**Problem.** The simplest law of elasticity gives the pressure in diamond from its change of volume by taking the two as proportional. The table lets this law be tested against density-functional pressures for a perfect crystal scaled equally in all directions. Positive pressure means compression and negative pressure means an equal pull on all sides. The three stresses are equal by cubic symmetry, so the pressure alone is needed.

Ansatz 0.2.0, density functional theory with the r2SCAN functional, plane waves and PAW potentials, for diamond in a two-atom cell scaled equally in all directions. All runs are spin-unpolarised, with a cutoff of 500 eV, a 12×12×12 k mesh and fixed occupations. Pressure is positive in compression.

| volume (Å³/atom) | shortest distance (Å) | pressure (GPa) |
| --- | --- | --- |
| 4.991 | 1.480 | 68.91 |
| 5.148 | 1.495 | 48.63 |
| 5.309 | 1.511 | 30.52 |
| 5.473 | 1.526 | 14.38 |
| 5.641 | 1.542 | 0.02 |
| 5.812 | 1.557 | -12.72 |
| 5.899 | 1.565 | -18.53 |
| 5.986 | 1.572 | -23.99 |
| 6.144 | 1.586 | -32.88 |
| 6.164 | 1.588 | -33.91 |
| 6.345 | 1.603 | -42.62 |
| 6.622 | 1.626 | -53.57 |

### (a) Set up the straight-line law near zero pressure. Where does it fail, and which numbers reveal it?

**Solution.** The cell at 5.641 Å³ per atom is almost free of pressure and serves as the reference. Its two neighbours, 1% shorter and 1% longer in every bond, give the slope:

(14.38 + 12.72) GPa / (5.812 − 5.473) Å³ ≈ 79.9 GPa/Å³.

Multiplied by the reference volume, this is a bulk modulus B of about 451 GPa. It describes a lattice at rest. Zero-point motion would add an outward pressure of very roughly a few GPa, which matters when an absolute pressure is read off.

The line does well only close to the reference. In the smallest cell it gives 52 GPa where the calculation gives 69, which is 25% too little. In the largest cell it gives a tension of 78 GPa instead of 54, which is 46% too much. The same law is thus too soft in compression and too stiff in tension.

A glance at the correlation would not reveal this, for pressure and volume correlate at −0.98 over the whole table. The pattern of the errors does reveal it. Apart from the reference cell, every computed pressure lies above the line, on both sides, which is the mark of a curve and not of scatter. The local slope tells the same story: the pressure falls by 129 GPa/Å³ between the two smallest cells and by only 40 GPa/Å³ between the two largest.

The fault could in principle lie in the computed pressures and not in the law. The total energies of the same calculations offer a test, because the work done by the pressure must equal the change in energy. Squeezing the crystal from 5.473 to 5.148 Å³ per atom costs about 62 meV per atom by either route, and stretching it from 5.812 to 6.164 Å³ costs about 52 meV. The two routes differ by less than 0.1 meV, so the bend belongs to the computed energy curve itself. An error common to energy and pressure, such as one of the functional, would escape this test.

### (b) Suppose that each bond were a perfect spring. Would the straight line then hold?

**Solution.** When diamond is scaled uniformly, its bond angles stay fixed and only the lengths change. Each bond then behaves much like the single bond of a diatomic molecule that is pulled or pushed along its axis. The likeness ends when the crystal is sheared, because the angles then change too. The picture also charges every interaction in the solid to the nearest-neighbour bonds.

Even with perfect springs the pressure would not follow a straight line. Pressure is force per area, and in a stretched crystal the bond forces are spread over a larger area. In a compressed crystal they are concentrated on a smaller one. Besides, the bond length follows the cube root of the volume, so a bond stretches less, and shortens more, than in proportion to the change of volume. Both effects raise the pressure above the line, as the table demands.

To put this into a formula, let r be the shortest distance, V the volume per atom and f the pulling force in one bond. Each atom has four bonds and shares each with a neighbour, so there are two bonds per atom. Equating the work of the pressure with the change in bond energy gives

P = −2 f r / (3V).

For a spring, f = k(r − d₀), where d₀ = 1.542 Å is the bond length in the reference cell and k is the spring constant. Matching the bulk modulus near the reference fixes k = 4.5 B V₀/d₀², with V₀ the reference volume.

For the largest cell the springs give a tension of 67 GPa. This lies between the 78 GPa of the straight line and the 54 GPa of the full calculation. Geometry therefore removes about 47% of the error here and about 40% in the smallest cell. In this picture of separate bonds, the rest must come from the bond force, which is not that of a spring.

### (c) Let the bond soften when stretched. Estimate the pressure in the largest cell, and find a rule for the error of the straight line.

**Solution.** A real bond resists shortening more and more strongly, because electrons confined to less space gain kinetic energy faster than the electrostatic attraction can make up for. When it is stretched, its pull first grows more slowly than that of a spring and must finally fade as the atoms part. The Morse curve, familiar from diatomic molecules, contains both features. Its force is

f = 2Da(1 − e^(−au)) e^(−au), with u = r − d₀,

where D is the energy needed to break the bond and a sets how quickly the bond softens.

The spring constant follows from the bulk modulus, with 1 eV/Å³ = 160.2 GPa:

k = 4.5 × (450.9/160.2) × 5.641/1.542² ≈ 30 eV/Å².

For D, half the cohesive energy of diamond will do, since there are two bonds per atom. With a rough recalled value of 7.4 eV per atom, D is 3.7 eV. Near its minimum the Morse curve has k = 2Da², so a = √(30/7.4) ≈ 2.0 Å⁻¹.

In the largest cell each bond is 5.49% longer than in the reference cell:

- u = 0.0549 × 1.542 ≈ 0.085 Å, so e^(−au) ≈ 0.84
- f ≈ 7.4 × 2.0 × 0.16 × 0.84 ≈ 2.0 eV/Å
- P ≈ −2 × 2.0 × 1.626/(3 × 6.622) ≈ −0.33 eV/Å³, or about −52 GPa

Without rounding on the way the result is −51.7 GPa, against −53.6 GPa in the table. The pressure of this cell played no part in the estimate, which used only the reference cell, its two neighbours and the recalled energy. In the smallest cell the same bond gives 71 GPa where the calculation gives 69. The error is about 3% at either end, compared with 25% and 46% for the straight line.

This agreement shows that a depth taken from the cohesive energy gives a softening of the right size. It does not single out the Morse bond: in a uniformly scaled crystal the energy depends on one length only, so the table cannot separate the bonds from other interactions, and any curve that softens at a similar rate is expected to do about as well. The small errors that remain have a pattern too: the Morse bond softens slightly too fast. One possible reason, which is a guess, is that the cohesive energy refers to free atoms in their ground state. Carbon atoms prepared for four bonds lie higher in energy, so the bond curve would be deeper and a smaller. A bond 20% deeper would remove only part of the miss, as the printed output shows, and the shape of the Morse curve itself may carry some of it.

A rule for the straight line follows from B′, the rise of the bulk modulus per unit of pressure. Expanding the pressure to second order in the volume change shows that the relative error of the line grows as (B′ + 1)/2 times the relative volume change. A perfect spring has B′ = 1, and a Morse bond has B′ = 1 + a d₀, here about 4.1. A Vinet curve, a standard equation of state for solids, fitted to all twelve rows gives 3.7; the printed output below shows this fit beside the simpler laws.

With B′ = 3.7 the line errs by about 2.3% of the pressure for each percent of volume change. A change of 1% in length is about 3% in volume and should cost 7%, and the two cells next to the reference indeed show errors of 6.5% and 7.3%. To keep the error near 5%, the volume change must stay near 2%.

The stiffness enters this rule only in a ratio: inserting k and D gives a d₀ = √(4.5 B V₀/E), with E the cohesive energy per atom. For another crystal scaled in the same way and held together by such nearest-neighbour bonds, what counts is a d₀, which compares the bond length with the distance over which the bond softens. A hard and a soft material of this kind with the same a d₀ should leave the straight line at the same relative change of volume, though at very different pressures.

Printed output of the fit:

```
Pressure and simple laws:
    row  length change %  computed GPa  linear law GPa  linear error %  harmonic bond GPa  Morse bond GPa
  4.991           -3.999         68.91           51.98          -24.57               58.7           70.77
  5.148           -3.002         48.63           39.43          -18.92              43.17           49.67
  5.309           -2.002         30.52           26.56          -12.97               28.2           30.96
  5.473           -1.003         14.38           13.45          -6.467              13.84            14.5
  5.641                0          0.02            0.02               0                  0               0
  5.812                1        -12.72          -13.65           7.311             -13.27          -12.66
  5.899            1.502        -18.53           -20.6            11.2             -19.72          -18.39
  5.986            1.998        -23.99          -27.56           14.88             -25.99          -23.68
  6.144            2.888        -32.88          -40.19           22.23             -36.91          -32.27
  6.164                3        -33.91          -41.79           23.24             -38.25          -33.27
  6.345            3.998        -42.62          -56.26              32             -50.01          -41.53
  6.622             5.49        -53.57           -78.4           46.35             -66.74          -51.74
fit of pressure on 12 rows: coefficient of 3*(1 - x)/x**2*exp(s*(1 - x)) 450.8 +/- 0.097, s 4; rms 0.0251, worst 4.991 -0.0486, leave-one-out rms 0.0299
Correlation of pressure with volume: -0.982
Bulk modulus from the two rows next to the reference, GPa: 450.9
Pressure drop per volume between the two smallest cells, GPa/A3: 129.2
Pressure drop per volume between the two largest cells, GPa/A3: 39.53
Linear law less computed pressure in the smallest cell, GPa: -16.93
Linear law less computed pressure in the largest cell, GPa: -24.83
Pressure derivative of the bulk modulus from the Vinet fit (harmonic bond gives 1): 3.667
Leading error of the linear law in percent per percent of volume change: 2.333
Same derivative estimated from the Morse bond: 4.107
Same Morse estimate with a bond 20 percent deeper: 3.837
Rms miss of the harmonic bond, GPa: 5.836
Rms miss of the Morse bond, GPa: 0.9215
Energy rise on compression from 5.473 to 5.148 A3, from total energies, meV/atom: 62.35
Same rise from the work of the pressure, meV/atom: 62.34
Energy rise on expansion from 5.812 to 6.164 A3, from total energies, meV/atom: 52.38
Same rise from the work against the tension, meV/atom: 52.36
```
